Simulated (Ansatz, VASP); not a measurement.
# GaSb: VASP beside Ansatz

Aim: how closely do two programs agree when they are given the same cell, functional and k mesh? Of the first pair: The structure shown is the end of the Ansatz relaxation below.

Method: plane waves, with VASP 6.6.1 beside it; single point at PBEsol, in Ansatz 0.2.0.

## Step 1: The structure

It takes space group Imm2 (No. 44, orthorhombic). Conventional cell: a = 4.320 Å, b = 4.408 Å, c = 6.056 Å, α = 90.00°, β = 90.00°, γ = 90.00°. Ga has 4 Sb at 2.65 to 2.66 Å nearest. Nearest to Sb lie 4 Ga at 2.65 to 2.66 Å. Farther neighbours are not listed.

## Step 2: Ansatz: relaxation, PBEsol

Ansatz runs on its PAW soft_1 files.

This run makes the geometry at which the two programs are then compared.

input.yaml

```yaml
crystal:
  lattice:
    - [0.0309025402, 3.0860041614, 3.0424327896]
    - [3.0860041614, 0.0309025402, 3.0424327896]
    - [3.1169067017, 3.1169067017, 0.0]
  atoms:
    - { symbol: Ga, position: [-0.0007344445, -0.0007344445, 0.0007692276] }
    - { symbol: Sb, position: [0.7507344445, 0.7507344445, 0.7492307724] }
  conventional_axes: [[0, 0, 1], [1, -1, 0], [1, 1, -1]]
kpoints:
  mp_grid: { grid: [12, 12, 12], shift: [0.5, 0.5, 0.5] }
hamiltonian:
  xc: pbesol
  pseudopotentials: { kind: paw, azcp: { folder: soft_1 }, xc_functional: pbe }
scf:
  occupations: { method: gaussian, width: 0.015 }
output:
  forces: true
  stress: true
  eigenvalues: true
relax:
  adjacent_minimum: "off"
  f_tol: 0.001
  max_steps: 60
  cell: { stress_tol: 0.01, fix: [a, angles] }
```

Started as:

```console
ansatz run input.yaml --threads 4 --pin off --max-ram 10240MiB --backend cpu --events-out ev --progress --plain --runs-dir out
```

Numbers of over 12 decimals in the logs are rounded to 6 here.

The program printed:

```text
Engine: ansatz 0.2.0, x86_64-unknown-linux-gnu
Pseudopotentials: kind: paw
Pseudopotential: Ga, paw, valence charge 13, recommended cutoff 420 eV (normal), soft_1/Ga.paw.azcp
Pseudopotential: Sb, paw, valence charge 15, recommended cutoff 420 eV (normal), soft_1/Sb.paw.azcp
Functional definition: PBEsol
  exchange = pbesol_x
  correlation = pbesol_c
Crystal: 2 atoms, lattice volume = 57.943 Å³
Basis set: ecut = 420 eV, 1143 PW (Γ), exchange–correlation on 60×60×60 points (8 copies of the dense FFT grid, shifted against one another)
Bands: 18, of which v1, the nominal top of the filled ones, is band 14 counted from 1 (13 counted from 0)
Symmetry: 2 space group operations
Space group: Cm (ITA 8), of the structure as read, at distance tolerance 3.9e-5 Å
k-points: 468 of 1728 (time reversal used)
Non-local potential: Ga, projectors of the file, l = 0: 2, l = 1: 2, l = 2: 3, l = 3: 1
Non-local potential: Sb, projectors of the file, l = 0: 2, l = 1: 2, l = 2: 2, l = 3: 1
PAW form: soft (Blöchl's): semilocal exchange-correlation on the pseudo side does not see the compensation charge
PAW frozen core: Ga, regenerated for the run's functional, and the local potential with it (the file was generated under x = pbe(κ = 0.804, μ = 0.219515), c = pbe(β = 0.066725))
PAW frozen core: Sb, regenerated for the run's functional, and the local potential with it (the file was generated under x = pbe(κ = 0.804, μ = 0.219515), c = pbe(β = 0.066725))
PAW one-centre angular grid: Ga, 590 points (default); XC on 64 Gauss nodes
PAW one-centre angular grid: Sb, 590 points (default); XC on 64 Gauss nodes
Initial density: superposition of atomic densities (chi_scale 0.1, normalization cell, long waves kept (reshape's long-wave potential 0.00 eV rms))
Initial wavefunctions: pseudopotential atomic-orbital guess
Functional: x = pbesol(κ = 0.804, μ = 0.123457), c = pbesol(β = 0.046)
SCF iter   1: F=—  HF=-10151.695481 eV  |F-HF|=—  |Δ(HF+E_count)|=         —  Δρ=3.12e-2  dr2=4.03e-1  ethr=3.10e-3  ⟨swp⟩=6.1  Hψ=45343  notcnv=0
preconditioner: auto → none  [insulator: Δε(μ)=0.426 eV  Ē_g=14.665 eV  σ=0.015 eV  W_gap=1.00  n_scr=14 (ndim 8)  ℏωp=20.7 eV  f_vac=0.008  D(μ)=0.00/eV (n_scr^D=0)  ε∞_Penn≈3.0]
SCF iter   2: F=—  HF=-10151.619674 eV  |F-HF|=—  |Δ(HF+E_count)|=   7.58e-2  Δρ=1.42e-2  dr2=6.85e-2  ethr=1.44e-3  ⟨swp⟩=2.0  Hψ=14056  notcnv=0
SCF iter   3: F=—  HF=-10151.617885 eV  |F-HF|=—  |Δ(HF+E_count)|=   1.79e-3  Δρ=5.07e-3  dr2=1.45e-2  ethr=2.45e-4  ⟨swp⟩=2.2  Hψ=14624  notcnv=0
SCF iter   4: F=—  HF=-10151.611409 eV  |F-HF|=—  |Δ(HF+E_count)|=   6.48e-3  Δρ=7.84e-4  dr2=1.96e-4  ethr=5.18e-5  ⟨swp⟩=3.0  Hψ=16310  notcnv=0
SCF iter   5: F=—  HF=-10151.611393 eV  |F-HF|=—  |Δ(HF+E_count)|=   1.61e-5  Δρ=3.62e-4  dr2=2.69e-5  ethr=7.02e-7  ⟨swp⟩=2.0  Hψ=12654  notcnv=0
SCF iter   6: F=—  HF=-10151.611396 eV  |F-HF|=—  |Δ(HF+E_count)|=   3.47e-6  Δρ=3.08e-5  dr2=4.08e-7  ethr=9.62e-8  ⟨swp⟩=2.0  Hψ=14605  notcnv=0
SCF iter   7: F=-10151.611396 eV  HF=-10151.611396 eV  |F-HF|=1.69e-8  |Δ(HF+E_count)|=   7.92e-8  Δρ=6.16e-6  dr2=1.93e-8  ethr=3.57e-10  ⟨swp⟩=7.0  Hψ=44492  notcnv=0
SCF 1 converged in 7 iterations: F = -10151.611396 eV  dr2 = 1.93e-8
  greatest PAW one-centre occupation: 0.996 electrons in one spin orbital (limit 2), on the Sb atom at site 1 (counted from 0), in its partial waves of l = 2
relax step   1: F+E_penalty+E_count = -10151.61139610 eV  Δ(F+E_penalty+E_count) = +0.000e0 eV  max|allowed force component| = 6.293e-2 eV/Å  Δτ_max = 0.0000 Å  P = -0.745 GPa  Ω = 57.943 Å³  fix = [a, alpha, beta, gamma]  reactions: a -1.868 GPa; beta +0.009 GPa/rad  (7 SCF iters, dr2 threshold 1.00e-7 eV, accepted)
[...]
relax step   2: F+E_penalty+E_count = -10151.61177536 eV  Δ(F+E_penalty+E_count) = -3.793e-4 eV  max|allowed force component| = 5.506e-2 eV/Å  Δτ_max = 0.0087 Å  P = -0.438 GPa  Ω = 57.557 Å³  energy of the carried Pulay correction = +4.756e-5 eV  fix = [a, alpha, beta, gamma]  reactions: a -1.395 GPa; beta +0.010 GPa/rad  (4 SCF iters, dr2 threshold 2.00e-7 eV, accepted)
[...]
relax step   3: F+E_penalty+E_count = -10151.61200540 eV  Δ(F+E_penalty+E_count) = -2.300e-4 eV  max|allowed force component| = 9.782e-4 eV/Å  Δτ_max = 0.0042 Å  P = -0.526 GPa  Ω = 57.667 Å³  energy of the carried Pulay correction = +3.392e-5 eV  fix = [a, alpha, beta, gamma]  reactions: a -1.563 GPa; beta +0.010 GPa/rad  (4 SCF iters, dr2 threshold 1.89e-7 eV, accepted)
[...]
relax step   4: F+E_penalty+E_count = -10151.61200651 eV  Δ(F+E_penalty+E_count) = -1.110e-6 eV  max|allowed force component| = 1.583e-4 eV/Å  Δτ_max = 0.0001 Å  P = -0.521 GPa  Ω = 57.662 Å³  energy of the carried Pulay correction = +3.462e-5 eV  fix = [a, alpha, beta, gamma]  reactions: a -1.561 GPa; beta +0.010 GPa/rad  (4 SCF iters, dr2 threshold 3.16e-10 eV, accepted)
[...]
relax step   5: F+E_penalty+E_count = -10151.61197136 eV  Δ(F+E_penalty+E_count) = +3.516e-5 eV  max|allowed force component| = 1.637e-4 eV/Å  Δτ_max = 0.0000 Å  P = -0.521 GPa  Ω = 57.662 Å³  fix = [a, alpha, beta, gamma]  reactions: a -1.561 GPa; beta +0.010 GPa/rad  stress off target by 1.27e-3 GPa on what of the cell is left free  SCF on the basis re-selected at this cell (its energy is not comparable with the rows above)  (7 SCF iters)
basis re-selected at this cell: Δ(F+E_penalty+E_count) = +3.516e-5 eV, ΔP = +0.000 GPa vs the last step (what re-selecting the basis moved, of the pressure what is left beyond the Pulay correction that the steps carried, after the strain that the cell walked since its last selection, with what the two solves' SCF thresholds leave and, on support functions, any second-order correction that the steps lacked; it is no m [...]
SCF converged after 7 iterations
Free energy (F): -10151.611971 eV
Harris-Foulkes:  -10151.611971 eV  (|F-HF|=0.00e0)
Internal energy: -10151.611971 eV  (E = F + TS)
E sigma→0 (E₀):  -10151.611971 eV
Fermi energy:    7.803836 eV
--- Per-component energies (eV) ---
  E_band       = -263.555511
  E_kinetic    = 275.458836
  E_local      = -3390.663732  (includes V_loc(G=0)·N_el)
  E_nonlocal   = 299.584250
  E_hartree    = 1731.860128
  E_xc         = -160.257301
  E_vxc        = -145.910273  (∫ρ·V_xc dr)
  E_paw        = -6420.650824  (= ΣΔE_a)
  E_vpaw       = -765.744774  (= ΣTr[D̂ρ^β])
  E_aug_tail   = -0.000069  (compensation charges beyond the density's cutoff)
  E_ewald      = -2488.138094
  E_core_change = 1.194834  (= ΣΔE_core)
  E_smearing   = -0.000000  (= −TS)
  E_closure    = -0.000000  (closes the sum)
  Σ components = -10151.611971   (vs F -10151.611971, Δ=0.00e0)
--- Forces (eV/Å), atoms counted from 1 ---
  atom   1  Ga    -0.00000123    -0.00000123     0.00016369
  atom   2  Sb     0.00000123     0.00000123    -0.00016369
  max |Σ_I F_I| component: 2.29e-9 eV/Å
--- Stress (GPa, compression-positive) ---
       -0.780649      -0.779918      -0.006731
       -0.779918      -0.780649      -0.006731
       -0.006731      -0.006731      -0.001275
  P = ⅓ Tr σ = -0.5209 GPa (-5.209 kbar)
--- Band table (eV; the first three rows and the last of 468) ---
  k-point 0: bands = [... 10 lower, -3.8525, 6.8705, 7.5621, 7.5890, 8.0701, 10.3346, 10.3835, 10.5030]
  k-point 1: bands = [... 10 lower, -3.7615, 5.8549, 7.2291, 7.5240, 8.6807, 10.5569, 10.5919, 10.8023]
  k-point 2: bands = [... 10 lower, -3.5369, 4.5560, 6.8661, 7.2673, 8.7701, 10.9032, 11.0608, 11.6599]
  k-point 467: bands = [... 10 lower, -2.2472, 1.2531, 5.8140, 6.4166, 8.6342, 11.2101, 11.5895, 14.3065]
--- Relaxed structure (4 steps of the walk, 4 accepted, 1 SCFs on fresh bases) ---
  F+E_penalty+E_count = -10151.61197136 eV   max|allowed force component| = 1.637e-4 eV/Å   (the final SCF, on the basis selected at the relaxed cell)
  cell:  # Å, volume = 57.6617 Å³
    - [0.031159, 3.085747, 3.028174]
    - [3.085747, 0.031159, 3.028174]
    - [3.116907, 3.116907, 2.40074940694487e-13]
  atoms:
    - { symbol: Ga, position: [-0.0014588, -0.0014588, 0.00149625] }
    - { symbol: Sb, position: [0.751459, 0.751459, 0.748504] }
```

In the SCF lines HF is the Harris–Foulkes energy and dr2 the Hartree energy of the density residual, in eV; the loop may stop once dr2 is under the threshold and the program's other checks hold. Hψ counts applications of the Hamiltonian.

(Continued in part 2 of 4.)

[Lines on the potential files, build, host, timing and source positions are cut from VASP's logs without a mark.]

[Logs are printed without paths, hosts, clocks, repeated set-up lines and the standing remarks that a program may print on its own settings, such as how far it seeks lower states.]

[Hosts, paths, dates, database ids (printed as entryN), source tags and the programs' standing remarks are cut or masked in the printed files.]
